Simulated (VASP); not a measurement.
## From an Ansatz input to VASP: InAs (zincblende)

Ansatz input

```yaml
crystal:
  lattice:
    - [0.0, 3.0545904683, 3.0545904683]
    - [3.0545904683, 0.0, 3.0545904683]
    - [3.0545904683, 3.0545904683, 0.0]
  atoms:
    - { symbol: In, position: [0.0, 0.0, 0.0] }
    - { symbol: As, position: [0.25, 0.25, 0.25] }
kpoints:
  mp_grid: { grid: [8, 8, 8] }
  band_path:
    path:
      - [0.0, 0.0, 0.0]
      - [0.5, 0.0, 0.5]
      - [0.5, 0.25, 0.75]
      - [0.375, 0.375, 0.75]
      - [0.5, 0.5, 0.5]
      - [0.625, 0.25, 0.625]
    npoints: 1
hamiltonian:
  xc: pbe
scf:
  occupations: { method: fermi_dirac, width: 0.02 }
  n_extra_bands: 8
magnetization:
  noncollinear: true
  spin_orbit: true
output:
  forces: true
  stress: true
  eigenvalues: true
```

Question: Translate this input to VASP.

Answer: 

INCAR

```
ENCUT = 520
NBANDS = 29
GGA_COMPAT = .FALSE.
MAGMOM = 0.0 0.0 0.0 0.0 0.0 0.0
ISIF = 2
LASPH = .TRUE.
LSORBIT = .TRUE.
SIGMA = 0.02
LWAVE = .FALSE.
PREC = Accurate
ISMEAR = -1
EDIFF = 1E-7
LCHARG = .FALSE.
GGA = PE
LREAL = .FALSE.
NSW = 0
IBRION = -1
NELM = 120
```

KPOINTS

```
KPOINTS created by Atomic Simulation Environment
0
Gamma
8 8 8
0 0 0
```

KPOINTS_OPT

```
special points
6
Reciprocal
0.0000000000 0.0000000000 0.0000000000 1
0.5000000000 0.0000000000 0.5000000000 1
0.5000000000 0.2500000000 0.7500000000 1
0.3750000000 0.3750000000 0.7500000000 1
0.5000000000 0.5000000000 0.5000000000 1
0.6250000000 0.2500000000 0.6250000000 1
```

POSCAR

```
In As
 1.0000000000000000
     0.0000000000000000    3.0545904682624379    3.0545904682624379
     3.0545904682624379    0.0000000000000000    3.0545904682624379
     3.0545904682624379    3.0545904682624379    0.0000000000000000
 In  As
   1   1
Cartesian
  0.0000000000000000  0.0000000000000000 -0.0000000000000000
  1.5272952341312187  1.5272952341312187  1.5272952341312187
```

VASP ran with the recommended PBE PAW datasets (18 valence electrons in the cell). Other inputs would serve too.

```json
{"": "gap between bands v and c", "Ansatz": "0.00 eV", "VASP": "0.00 eV"}
{"": "least direct gap", "Ansatz": "0.00 eV", "VASP": "0.00 eV"}
```

Each program uses its own PAW datasets. VASP's cell holds 18 valence electrons and Ansatz's 28.
